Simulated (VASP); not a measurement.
# Ir in VASP: notebook

One sheet, Ir, is run at these levels: PBE, LMBJ; tasks: work function, density of states.

Program: VASP 6.6.1. These are calculated values, not measurements. Logs are shortened: lines on timing, memory, paths and dates and some standing lists are left out, and cuts for length are marked.

### Step 1. The sheet as given

The cell holds a sheet with vacuum, 1 atom: a = 2.452 Å, b = 2.452 Å, c = 23.800 Å, α = 90.00°, β = 90.00°, γ = 90.00°.

The cell was built by a generator and needn't be a form met in nature.

### Step 2. Work function, PBE

Contents of INCAR:

```
SYSTEM = Ir
ALGO = Normal
DIPOL = 0.5 0.5 0.294
EDIFF = 1E-6
ENCUT = 520
GGA = PE
IDIPOL = 3
ISIF = 2
ISMEAR = 0
LASPH = .TRUE.
LCHARG = .TRUE.
LDIPOL = .TRUE.
LELF = .TRUE.
LREAL = .FALSE.
LVACPOTAV = .TRUE.
LVHAR = .TRUE.
LWAVE = .FALSE.
NELM = 100
PREC = Accurate
SIGMA = 0.05
```

Contents of KPOINTS:

```
k-points
0
G
  11 11 1
  0 0 0
```

Contents of POSCAR:

```
Ir
1.0
    2.4518400000      0.0000000000      0.0000000000
    0.0000000000      2.4518400000      0.0000000000
    0.0000000000      0.0000000000     23.8000000000
Ir
1
Direct
    0.0000000000      0.0000000000      0.2941200000
```

Potentials or basis: VASP PAW PBE potentials, release 64 (Ir).

Launch:

```console
$ cat potpaw_PBE.64/Ir/POTCAR > POTCAR
$ mpirun -np 1 vasp_std > vasp.out
```

OUTCAR:

```text
SYSTEM = Ir
   EDIFF = 1E-6
   ENCUT = 520
   GGA = PE
   ISIF = 2
   ISMEAR = 0
   LASPH = .TRUE.
   LREAL = .FALSE.
   NELM = 100
   PREC = Accurate

 ion  position               nearest neighbor table
   1  0.000  0.000  0.294-

  LATTYP: Found a simple tetragonal cell.
 ALAT       =     2.4518400000
 C/A-ratio  =     9.7069955625

  Lattice vectors:

 A1 = (   2.4518400000,   0.0000000000,   0.0000000000)
 A2 = (   0.0000000000,   2.4518400000,   0.0000000000)
 A3 = (   0.0000000000,   0.0000000000,  23.8000000000)

Analysis of symmetry for initial positions (statically):
=====================================================================
 Subroutine PRICEL returns:
 Original cell was already a primitive cell.

 Routine SETGRP: Setting up the symmetry group for a
 simple tetragonal supercell.

 Subroutine GETGRP returns: Found 16 space group operations
 (whereof  8 operations were pure point group operations)
 out of a pool of 16 trial point group operations.

The static configuration has the point symmetry C_4v.
 The point group associated with its full space group is D_4h.

Analysis of symmetry for dynamics (positions and initial velocities):
=====================================================================
 Subroutine PRICEL returns:
 Original cell was already a primitive cell.

 Routine SETGRP: Setting up the symmetry group for a
 simple tetragonal supercell.

 Subroutine GETGRP returns: Found 16 space group operations
 (whereof  8 operations were pure point group operations)
 out of a pool of 16 trial point group operations.

The dynamic configuration has the point symmetry C_4v.
 The point group associated with its full space group is D_4h.

 Subroutine INISYM returns: Found 16 space group operations
 (whereof  8 operations are pure point group operations),
 and found     1 'primitive' translations

----------------------------------------------------------------------------------------

                                     Primitive cell

  volume of cell :     143.0742

  direct lattice vectors                    reciprocal lattice vectors
     2.451840000  0.000000000  0.000000000     0.407856956  0.000000000  0.000000000
     0.000000000  2.451840000  0.000000000     0.000000000  0.407856956  0.000000000
     0.000000000  0.000000000 23.800000000     0.000000000  0.000000000  0.042016807

  length of vectors
     2.451840000  2.451840000 23.800000000     0.407856956  0.407856956  0.042016807

  position of ions in fractional coordinates (direct lattice)
     0.000000000  0.000000000  0.294120000

  ion indices of the primitive-cell ions
   primitive index   ion index
                 1           1

----------------------------------------------------------------------------------------

 KPOINTS: k-points

Automatic generation of k-mesh.
 Grid dimensions read from file:
 generate k-points for:   11   11    1

 Generating k-lattice:

  Cartesian coordinates                     Fractional coordinates (reciprocal lattice)
     0.037077905  0.000000000  0.000000000     0.090909091  0.000000000  0.000000000
     0.000000000  0.037077905  0.000000000     0.000000000  0.090909091  0.000000000
     0.000000000  0.000000000  0.042016807     0.000000000  0.000000000  1.000000000

  Length of vectors
     0.037077905  0.037077905  0.042016807

  Shift w.r.t. Gamma in fractional coordinates (k-lattice)
     0.000000000  0.000000000  0.000000000

 Subroutine IBZKPT returns following result:
 ===========================================

 Found     21 irreducible k-points:

 Following reciprocal coordinates:
            Coordinates               Weight
  0.000000  0.000000  0.000000      1.000000
  0.090909  0.000000  0.000000      4.000000
  0.181818  0.000000  0.000000      4.000000
  0.272727  0.000000  0.000000      4.000000
  0.363636  0.000000  0.000000      4.000000
  0.454545  0.000000  0.000000      4.000000
[... 13 lines left out ...]
  0.454545  0.363636  0.000000      8.000000
  0.454545  0.454545  0.000000      4.000000
   k-points           NKPTS =     21   k-points in BZ     NKDIM =     21   number of bands    NBANDS=      8
   number of dos      NEDOS =    301   number of ions     NIONS =      1
   total plane-waves  NPLWV =  58320
   dimension x,y,z NGX =    18 NGY =   18 NGZ =  180
   dimension x,y,z NGXF=    36 NGYF=   36 NGZF=  360
   ions per type =               1
   NGX,Y,Z   is equivalent  to a cutoff of  12.20, 12.20, 12.57 a.u.
   NGXF,Y,Z  is equivalent  to a cutoff of  24.41, 24.41, 25.15 a.u.
 SYSTEM =  Ir
   PREC   = accura    normal or accurate (medium, high low for compatibility)
   ISTART =      0    job   : 0-new  1-cont  2-samecut
   ICHARG =      2    charge: 1-file 2-atom 10-const
   ISPIN  =      1    spin polarized calculation?
   LNONCOLLINEAR =      F non collinear calculations
   LSORBIT =      F    spin-orbit coupling
   LASPH  =      T    aspherical Exc in radial PAW
   ENCUT  =  520.0 eV  38.22 Ry    6.18 a.u.   4.56  4.56 44.25*2*pi/ulx,y,z
   NELM   =    100;   NELMIN=  2; NELMDL= -5     # of ELM steps
   EDIFF  = 0.1E-05   stopping-criterion for ELM
   LREAL  =      F    real-space projection
   EDIFFG = 0.1E-04   stopping-criterion for IOM
   NSW    =      0    number of steps for IOM
   IBRION =     -1    ionic relax: 0-MD 1-quasi-New 2-CG
   NFREE  =      0    steps in history (QN), initial steepest desc. (CG)
   ISIF   =      2    stress and relaxation
   ISYM   =      2    0-nonsym 1-usesym 2-fastsym
   POTIM  = 0.5000    time-step for ionic-motion
   TEBEG  =    0.0;   TEEND  =   0.0 temperature during run
   PSTRESS=    0.0 pullay stress
   NELECT =       9.0000    total number of electrons
   NUPDOWN=      -1.0000    fix difference up-down
   EMIN   =  10.00;   EMAX   =-10.00  energy-range for DOS
   EFERMI =   0.00;   METHOD = LEGACY
   ISMEAR =     0;   SIGMA  =   0.05  broadening in eV -4-tet -1-fermi 0-gaus
   EFERMI_NEDOS =   21; number of points for ismear=-14 and -15
   IALGO  =     38    algorithm
   IMIX   =      4    mixing-type and parameters
     AMIX     =   0.40;   BMIX     =  1.00
     AMIX_MAG =   1.60;   BMIX_MAG =  1.00
  volume/ion in A,a.u.               =     143.07       965.51
  Fermi-wavevector in a.u.,A,eV,Ry     =   0.651081  1.230365  5.767604  0.423907
  Thomas-Fermi vector in A             =   1.720567
   LORBIT       =      0    0 simple, 1 ext, 2 COOP (PROOUT), +10 PAW based schemes
   GGA     = PE    functional components
   LHFCALC =     F    Hartree Fock is set to
   AEXX    =    0.0000 exact exchange contribution
   IVDW    =     0    specifies the selected vdW correction
   LEPSILON=     F    determine dielectric tensor
   LRPA    =     F    only Hartree local field effects (RPA)
 non-spin polarized calculation
 Gauss-broadening in eV      SIGMA  =   0.05
  energy-cutoff  :      520.00
  volume of cell :      143.07
 maximum number of plane-waves:      3933
   NGX =  9   NGY =  9   NGZ = 89

 number of electron       8.9999999 magnetization

 dipolmoment           0.000000      0.000000     -0.000004 electrons x Angstroem

 Free energy of the ion-electron system (eV)
  ---------------------------------------------------
  ext. energy  EPLUGINS =         0.00000000
  ---------------------------------------------------
  free energy    TOTEN  =        -6.80081120 eV

  energy without entropy =       -6.79654857  energy(sigma->0) =       -6.79867988

 E-fermi :  -4.4653     XC(G=0):  -2.1719

 val. band max:       -4.4825091239   @ k =   0.4545   0.2727   0.0000
 cond. band min:      -4.4531647291   @ k =   0.4545   0.3636   0.0000
 fundamental gap:      0.0293443947
 Fermi energy:        -4.4653320805

 k-point     1 :       0.0000    0.0000    0.0000
  band No.  band energies     occupation
      1     -12.2600      2.00000
      2     -10.8515      2.00000
      3      -6.9980      2.00000
      4      -3.7491      0.00000
      5      -3.7491      0.00000
      6      -3.2446      0.00000
      7      -2.3355      0.00000
      8       1.2572      0.00000

 k-point     2 :       0.0909    0.0000    0.0000
  band No.  band energies     occupation
      1     -11.9412      2.00000
      2     -10.5705      2.00000
      3      -6.8858      2.00000
      4      -4.8326      2.00000
      5      -3.7099      0.00000
      6      -2.6641      0.00000
      7      -2.2945      0.00000
      8       1.4552      0.00000

 k-point     3 :       0.1818    0.0000    0.0000
  band No.  band energies     occupation
      1     -11.3328      2.00000
      2      -9.4683      2.00000
      3      -6.5651      2.00000
      4      -6.1659      2.00000
      5      -3.6034      0.00000
      6      -3.4674      0.00000
      7      -1.1862      0.00000
      8       2.0471      0.00000

 k-point     4 :       0.2727    0.0000    0.0000
  band No.  band energies     occupation
      1     -10.8154      2.00000
      2      -7.4425      2.00000
      3      -7.3576      2.00000
      4      -6.0891      2.00000
      5      -4.3896      0.03228
      6      -3.4607      0.00000
      7       0.0226      0.00000
      8       3.0265      0.00000

 k-point     5 :       0.3636    0.0000    0.0000
  band No.  band energies     occupation
      1     -10.4005      2.00000
      2      -8.2396      2.00000
      3      -5.5928      2.00000
      4      -5.1422      2.00000
      5      -4.9793      2.00000
      6      -3.3261      0.00000
      7       1.3815      0.00000
      8       4.3775      0.00000

 k-point     6 :       0.4545    0.0000    0.0000
  band No.  band energies     occupation
      1     -10.1541      2.00000
      2      -8.7058      2.00000
      3      -5.5559      2.00000
      4      -5.2305      2.00000
      5      -3.2445      0.00000
      6      -3.0093      0.00000
      7       2.6421      0.00000
      8       3.7383      0.00000

 k-point     7 :       0.0909    0.0909    0.0000
  band No.  band energies     occupation
      1     -11.5680      2.00000
      2     -10.3464      2.00000
      3      -6.7761      2.00000
      4      -5.1218      2.00000
      5      -4.1294      0.00000
      6      -3.0058      0.00000
      7      -1.6786      0.00000
      8       1.6536      0.00000
[... 100 lines left out ...]
 k-point    17 :       0.3636    0.2727    0.0000
  band No.  band energies     occupation
      1      -9.1830      2.00000
      2      -7.6349      2.00000
      3      -6.2245      2.00000
      4      -5.9191      2.00000
      5      -4.8701      2.00000
      6      -2.3580      0.00000
      7       3.9948      0.00000
      8       6.1888      0.00000

 k-point    18 :       0.4545    0.2727    0.0000
  band No.  band energies     occupation
      1      -9.5272      2.00000
      2      -8.0462      2.00000
      3      -6.1117      2.00000
      4      -5.7927      2.00000
      5      -4.4825      1.37292
      6       0.6521      0.00000
      7       4.6826      0.00000
      8       5.5299      0.00000

 k-point    19 :       0.3636    0.3636    0.0000
  band No.  band energies     occupation
      1     -10.0475      2.00000
      2      -7.4529      2.00000
      3      -6.9895      2.00000
      4      -4.6685      2.00000
      5      -3.6189      0.00000
      6      -0.9859      0.00000
      7       5.3819      0.00000
      8       7.5438      0.00000

 k-point    20 :       0.4545    0.3636    0.0000
  band No.  band energies     occupation
      1     -10.5195      2.00000
      2      -7.7146      2.00000
      3      -7.0063      2.00000
      4      -4.4532      0.73074
      5      -2.7161      0.00000
      6       1.7521      0.00000
      7       5.1283      0.00000
      8       6.9283      0.00000

 k-point    21 :       0.4545    0.4545    0.0000
  band No.  band energies     occupation
      1     -11.0377      2.00000
      2      -7.5226      2.00000
      3      -7.4640      2.00000
      4      -4.1998      0.00000
      5      -0.5788      0.00000
      6       3.0560      0.00000
      7       4.7088      0.00000
      8       7.9566      0.00000

------------------------ aborting loop because EDIFF is reached ----------------------------------------

  FORCE on cell =-STRESS in cart. coord.  units (eV):
  Direction    XX          YY          ZZ          XY          YZ          ZX
  --------------------------------------------------------------------------------------
  -------------------------------------------------------------------------------------
  Total       -0.0907943     -0.0907943     -0.0075177      0.0000000      0.0000000      0.0000000
  in kB       -1.0167356     -1.0167356     -0.0841853      0.0000000      0.0000000      0.0000000
  external PRESSURE =      -0.7058855 kB  Pullay stress =       0.0000000 kB

 VOLUME and BASIS-vectors are now :
 -----------------------------------------------------------------------------
  energy-cutoff  :      520.00
  volume of cell :      143.07
      direct lattice vectors                 reciprocal lattice vectors
     2.451840000  0.000000000  0.000000000     0.407856956  0.000000000  0.000000000
     0.000000000  2.451840000  0.000000000     0.000000000  0.407856956  0.000000000
     0.000000000  0.000000000 23.800000000     0.000000000  0.000000000  0.042016807

 POSITION                                       TOTAL-FORCE (eV/Angst)
 -----------------------------------------------------------------------------------
      0.00000      0.00000      7.00006         0.000000     -0.000000      0.000000
 -----------------------------------------------------------------------------------
    total drift:                               -0.000000      0.000000     -0.000045

  FREE ENERGIE OF THE ION-ELECTRON SYSTEM (eV)
  ---------------------------------------------------
  free  energy   TOTEN  =        -6.8008111959 eV

  energy  without entropy=       -6.7965485703  energy(sigma->0) =       -6.79867988

 vacuum level on the upper side and lower side of the slab         1.596         1.596
```

It took 17 s on 1 thread of AMD EPYC 9R45 (Zen 5), shared host; peak memory 0.21 GiB.

What came out:

| Item | Value |
| --- | --- |
| Free energy | -6.8008 eV |
| Band gap on the k mesh | none (metal or under the smearing width) |
| Work function of the upper face | 6.06 eV |
| Work function of the lower face | 6.06 eV |

Spin-orbit coupling is left out, which matters for the levels of Ir.

### Step 3. Density of states, LMBJ

Contents of POSCAR:

```
Ir
2.4518
    1.000016314544      0.000000000000      0.000000000000
    0.000000000000      1.000016314544      0.000000000000
    0.000000000000      0.000000000000      9.707153927727
Ir
1
Direct
    0.0000000000      0.0000000000      0.2941200000
```

Contents of INCAR.step1:

```
SYSTEM = Ir
PREC = Accurate
ENCUT = 700
EDIFF = 1E-5
ISMEAR = -5
SIGMA = 0.05
LREAL = .False.
LASPH = .True.
NELM = 100
ALGO = Normal
ISIF = 2
LWAVE = .True.
LCHARG = .False.
LMAXMIX = 4
NBANDS = 10
GGA = PE
```

Contents of INCAR.step2:

```
SYSTEM = Ir
PREC = Accurate
ENCUT = 700
EDIFF = 1E-4
ISMEAR = -5
SIGMA = 0.05
LREAL = .False.
LASPH = .True.
NELM = 100
ALGO = Normal
ISIF = 2
LWAVE = .False.
LCHARG = .False.
LMAXMIX = 4
METAGGA = LMBJ
LORBIT = 10
NBANDS = 10
ISTART = 1
NEDOS = 1001
```

Contents of KPOINTS:

```
Automatic mesh
0
Gamma
  11 11 1
  0 0 0
```

Potentials or basis: VASP PAW PBE potentials, release 64 (Ir).

Launch:

```console
$ cat potpaw_PBE.64/Ir/POTCAR > POTCAR
$ cp INCAR.step1 INCAR
$ mpirun -np 1 vasp_std > vasp.out
$ cp INCAR.step2 INCAR
$ mpirun -np 1 vasp_std > vasp.out
```

Run time: 53 s. Hardware: 1 thread of AMD EPYC 9R45 (Zen 5), shared host; peak memory 0.4 GiB.

The run converged, but some of its settings lie outside the range that counts as converged, so its numbers aren't taken as properties of the sheet.

What came out:

| Item | Value |
| --- | --- |
| Band gap on the k mesh | none (metal or under the smearing width) |
| Valence electrons inside the program's atomic spheres | Ir 7.98 |

Caveat: the PAW data sets were made with another functional, which shifts forces and pressure a little; tetrahedron occupations give inexact forces and stress in metals.
